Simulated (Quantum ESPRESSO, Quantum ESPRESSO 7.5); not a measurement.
# Spin-orbit splitting of the valence top in GaP: PBE and PBEsol against ellipsometry

## Experiment

The reference is a room-temperature spectroscopic ellipsometry value for a GaP buffer layer grown by MOVPE on a GaP substrate, reported in "Giant bowing of the band gap and spin-orbit splitting energy in GaP1−xBix dilute bismide alloys" (2019, PubMed Central 6497675). The valence-band splitting at $\Gamma$ is $\Delta_0 = 0.08$ eV. What was observed is the spacing of two optical transitions, not the band levels themselves. I see little harm in that: the direct-gap transition and its split-off partner end in the same conduction state, so the conduction energy drops out of the difference, and a GaP layer on GaP should carry no misfit strain that would split the upper level further. The value also agrees with the one commonly accepted for GaP.

| compared with | measured | source's wording or label | T (K) | method |
| --- | --- | --- | --- | --- |
| Delta0 (eV) | 0.08 | 80 meV (valence band spin-orbit splitting at Gamma) | room temperature | spectroscopic ellipsometry |

Conditions are those given with the value in the passage it was taken from; "not stated" means there, and the paper may say more elsewhere. The values are a selection: others may have been left out beforehand as unlike or outlying.

## Plan

I want $\Delta_0$, the fourfold less the twofold valence level at $\Gamma$, for the static two-atom zincblende crystal. The target is agreement within 15 %, about 0.01 eV here. That is tight enough to show whether the phosphorus $p$ character of the valence top, and its reduction by gallium $d$ admixture, are described properly, and loose enough for a semilocal functional whose $d$ levels lie too high.

PBE with spin-orbit coupling in the self-consistent calculation should suffice. The splitting is a difference between two occupied levels of nearly the same orbital make-up, so the gap error of PBE largely cancels. A scalar-relativistic run would be cheaper but leaves the valence top threefold degenerate, so I skip it. I work at the measured cell to keep the functional's volume error out of the result; temperature should matter little for this quantity. After securing the numerical settings I shall look at the effect of the cell and of a neighbouring functional.

System: GaP; space group F-43m, 2 atoms, measured (COD) cell.

On the selection of runs and values: Besides any runs that a report passes over, these were set aside when the results were gathered: 1 planned but not run to their end in the time given.

## 1. PBE at the measured cell, with convergence check

I run the standard setting together with one that has both a denser mesh and a higher cutoff. I expect a splitting close to the measured one, perhaps slightly low because the gallium $d$ states mix too strongly into the valence top. The two runs should agree to well under the target width.

**Run 1.** Quantum ESPRESSO 7.5: PBE with spin-orbit coupling, measured cell; files dojo-fr-pbe-0.4-standard (mesh 10x10x10, cutoff 1088.5 eV, 2 atoms).

Key lines of the input:
```
&control
  calculation = 'scf'
/
&system
  ibrav = 0
  nat = 2
  ntyp = 2
  ecutwfc = 80.0
  ecutrho = 320.0
  occupations = 'smearing'
  nbnd = 24
  smearing = 'fd'
  degauss = 0.00147
  noncolin = .true.
  lspinorb = .true.
/
&electrons
  conv_thr = 2e-09
  mixing_beta = 0.5
/
ATOMIC_SPECIES
Ga 69.7230 Ga.upf
P 30.9738 P.upf
CELL_PARAMETERS angstrom
 0.000000000 2.725250000 2.725250000
 2.725250000 0.000000000 2.725250000
 2.725250000 2.725250000 0.000000000
ATOMIC_POSITIONS crystal
Ga 0.000000000 0.000000000 0.000000000
P 0.750000000 0.750000000 0.750000000
K_POINTS automatic
10 10 10 0 0 0
```

Command:
```
OMP_NUM_THREADS=1 mpirun -n 4 pw.x -nk 4 -in scf.in > scf.out
OMP_NUM_THREADS=1 mpirun -n 4 pw.x -nk 4 -in bands.in > bands.out
```

Selected lines of the output:
```
[levels up to the band that the electron count fills, then the next ones, eV from the valence-band maximum]
GAMMA -0.084 -0.084 -0.000 -0.000 -0.000 -0.000 | 1.792 1.792
X -6.778 -6.778 -2.721 -2.721 -2.698 -2.698 | 1.629 1.629
```

Converged; 80 s on 4 cores of Arm Neoverse V1, shared host.

**Run 2.** Quantum ESPRESSO 7.5: PBE with spin-orbit coupling, measured cell, cutoff at 130 % of the usual; files dojo-fr-pbe-0.4-standard (mesh 14x14x14, cutoff 1415 eV, 2 atoms).

Key lines of the input, as changed from run 1:
```diff
  &system
-   ecutwfc = 80.0
-   ecutrho = 320.0
+   ecutwfc = 104.0
+   ecutrho = 416.0
- 10 10 10 0 0 0
+ 14 14 14 0 0 0
```

Selected lines of the output:
```
[levels up to the band that the electron count fills, then the next ones, eV from the valence-band maximum]
GAMMA -0.084 -0.084 -0.000 -0.000 -0.000 -0.000 | 1.792 1.792
```

Converged; 82 s on 4 cores of Intel Xeon 6975P-C (Granite Rapids), shared host.

| quantity | run 1 | run 2 | measured |
| --- | --- | --- | --- |
| Delta0 (eV) | 0.084 | 0.084 | 0.08 |
| volume an atom (Å³) | 20.24 | 20.24 |  |

The $\Gamma$ levels show the expected pattern, a fourfold top with a twofold level 0.084 eV below it. That is 5 % above the measured 0.08 eV and well inside the target. I had expected a slightly low value, and it came out slightly high, so any excess $d$ admixture does not show up as a deficit against experiment. The denser mesh and higher cutoff, raised together, leave the splitting unchanged to the printed precision. I regard the numerical side as settled for PBE at this cell.

## 2. Effect of the cell and the functional

Two choices remain to be weighed: the measured cell and PBE itself. I repeat the calculation at the PBE-relaxed cell, whose volume is 2.6 % larger, and separately with PBEsol at the measured cell. Expansion thins out the valence charge near the nuclei but also weakens the $p$–$d$ mixing, and these act on the splitting in opposite directions, so I expect a change of a few meV at most. PBEsol should stay equally close, since both functionals describe the valence top in much the same way.

**Run 3.** Quantum ESPRESSO 7.5: PBE with spin-orbit coupling, own relaxed cell; relaxation step without spin-orbit coupling on gbrv-pbe-1.5 at 544 eV, mesh 10x10x10: volume +2.6 %, atoms moved by under 0.005 A within the cell; files dojo-fr-pbe-0.4-standard (mesh 10x10x10, cutoff 1088.5 eV, 2 atoms).

Key lines of the input, as changed from run 1:
```diff
  CELL_PARAMETERS angstrom
-  0.000000000 2.725250000 2.725250000
-  2.725250000 0.000000000 2.725250000
-  2.725250000 2.725250000 0.000000000
+  0.000000000 2.748301940 2.748301940
+  2.748301940 -0.000000000 2.748301940
+  2.748301940 2.748301940 0.000000000
- Ga 0.000000000 0.000000000 0.000000000
+ Ga 0.000000000 0.000000000 -0.000000000
```

Selected lines of the output:
```
[levels up to the band that the electron count fills, then the next ones, eV from the valence-band maximum]
GAMMA -0.083 -0.083 -0.000 -0.000 -0.000 -0.000 | 1.585 1.585
X -6.661 -6.661 -2.634 -2.634 -2.611 -2.611 | 1.681 1.681
```

Converged; 53 s of wall time.

**Run 4.** Quantum ESPRESSO 7.5: PBEsol with spin-orbit coupling, measured cell; files dojo-fr-pbesol-0.4-standard (mesh 10x10x10, cutoff 1088.5 eV, 2 atoms).

Key lines of the input, as changed from run 2:
```diff
  &system
-   ecutwfc = 104.0
-   ecutrho = 416.0
+   ecutwfc = 80.0
+   ecutrho = 320.0
- 14 14 14 0 0 0
+ 10 10 10 0 0 0
```

Selected lines of the output:
```
[levels up to the band that the electron count fills, then the next ones, eV from the valence-band maximum]
GAMMA -0.085 -0.085 -0.000 -0.000 -0.000 -0.000 | 1.709 1.709
```

Converged; 40 s of wall time.

| quantity | run 3 | run 4 | measured |
| --- | --- | --- | --- |
| Delta0 (eV) | 0.083 | 0.085 | 0.08 |
| volume an atom (Å³) | 20.76 | 20.24 |  |

The splitting is 0.083 eV at the relaxed cell and 0.085 eV with PBEsol. Each differs from the PBE value at the measured cell by one unit in the last printed digit, too little to read a trend from or to rank the functionals on. Both stay within the target.

The relaxed cell comes from a relaxation at a moderate fixed cutoff with other potentials, so it need not be the converged PBE cell. For $\Delta_0$ this matters little, since the whole 2.6 % in volume hardly moves it. The conduction band is far more sensitive: its lowest level at $\Gamma$ falls from 1.792 to 1.585 eV above the valence top and drops below the one at $X$, whereas at the measured cell $X$ is the lower of the two. I would therefore not carry the relaxed cell over to a study of the gap, even though it serves for the splitting.

## Summary of runs

| run | settings | Delta0 (eV) | deviation | cost |
| --- | --- | --- | --- | --- |
| 1 | PBE with spin-orbit coupling, measured cell, files dojo-fr-pbe-0.4-standard (mesh 10x10x10, cutoff 1088.5 eV, 2 atoms) | 0.084 | +0.004 | 5.4 core-min |
| 2 | PBE with spin-orbit coupling, measured cell, cutoff at 130 % of the usual, files dojo-fr-pbe-0.4-standard (mesh 14x14x14, cutoff 1415 eV, 2 atoms) | 0.084 | +0.004 | 5.5 core-min |
| 3 | PBE with spin-orbit coupling, own relaxed cell, mesh 10x10x10: volume +2.6 %, atoms moved by under 0.005 A within the cell | 0.083 | +0.003 | 3.5 core-min |
| 4 | PBEsol with spin-orbit coupling, measured cell, files dojo-fr-pbesol-0.4-standard (mesh 10x10x10, cutoff 1088.5 eV, 2 atoms) | 0.085 | +0.005 | 2.7 core-min |
|  | measured | 0.08 |  |  |

Further runs on the same system, made beside this series (convergence steps with loose settings among them):

| further | settings | Delta0 (eV) | deviation | cost |
| --- | --- | --- | --- | --- |
| F1 | PBE without spin-orbit coupling, measured cell, files gbrv-pbe-1.5 (mesh 10x10x10, cutoff 544.2 eV, 2 atoms) | 0.000 | −0.080 | under 1 core-min |
| F2 | PBE with spin-orbit coupling, another k-point mesh, files dojo-fr-pbe-0.4-standard (mesh 8x8x8, cutoff 1088.5 eV, 2 atoms) | 0.084 | +0.004 | 2.9 core-min |
| F3 | PBE with spin-orbit coupling, another k-point mesh, files dojo-fr-pbe-0.4-standard (mesh 6x6x6, cutoff 1088.5 eV, 2 atoms) | 0.084 | +0.004 | 2.2 core-min |
| F4 | PBE with spin-orbit coupling, cutoff at 65 % of the usual, files dojo-fr-pbe-0.4-standard (mesh 10x10x10, cutoff 707.5 eV, 2 atoms) | 0.085 | +0.005 | 1.7 core-min |
| F5 | PBE with spin-orbit coupling, cutoff at 80 % of the usual, files dojo-fr-pbe-0.4-standard (mesh 10x10x10, cutoff 870.8 eV, 2 atoms) | 0.084 | +0.004 | 2.3 core-min |
|  | measured | 0.08 |  |  |

## Verdict

The target is met. PBE with spin-orbit coupling at the measured cell gives $\Delta_0 = 0.084$ eV against the measured 0.08 eV, 5 % too high where 15 % was allowed, for 5.4 core-minutes.

Spin-orbit coupling is the step that matters: without it the splitting is zero, as symmetry demands and the further run F1 shows. The rest changed little. Raising mesh and cutoff together left the value as it was, and so did a 6×6×6 mesh or a cutoff at 80 % of the usual, so a cheaper setting would have done. PBEsol moves the result by only 0.001 eV. The relaxed cell gives 0.083 eV, but that cell need not be the converged PBE one, and I give its slightly closer agreement no weight.

I take the agreement to rest largely on the right physics, since the splitting separates two occupied levels that are expected to have similar, mainly phosphorus $p$, character; this is argued, and the orbital make-up is not shown in this report. Some cancellation may still be hidden in it. Semilocal functionals place the gallium $d$ states too high, which should overdo their admixture and lower $\Delta_0$. If that argument holds, correcting it would raise the value and widen the small excess; neither the sign nor the size of that change is shown in this report.

The excess of 0.004 eV is also of the order by which a spacing of optical transitions can differ from a spacing of bands. The common conduction state removes the band energy from the difference of the two transitions, but their electron–hole binding and exchange can differ by some meV, with a sign I cannot fix here. Temperature should count for little. I therefore leave the remainder unassigned and do not rank PBE against PBEsol. A quasiparticle calculation with spin-orbit coupling would be the way to test the $d$ admixture.

[Logs are printed without paths, hosts, clocks, repeated set-up lines and the standing remarks that a program may print on its own settings, such as how far it seeks lower states.]

[The runs shown are a pick from a larger set of finished runs; failed, doubtful and other runs were left out of it ahead of writing. So were measured values far from every level or from commonly accepted values, and agreement can look better than it is. Lines of input and output are excerpts and may be shortened.]
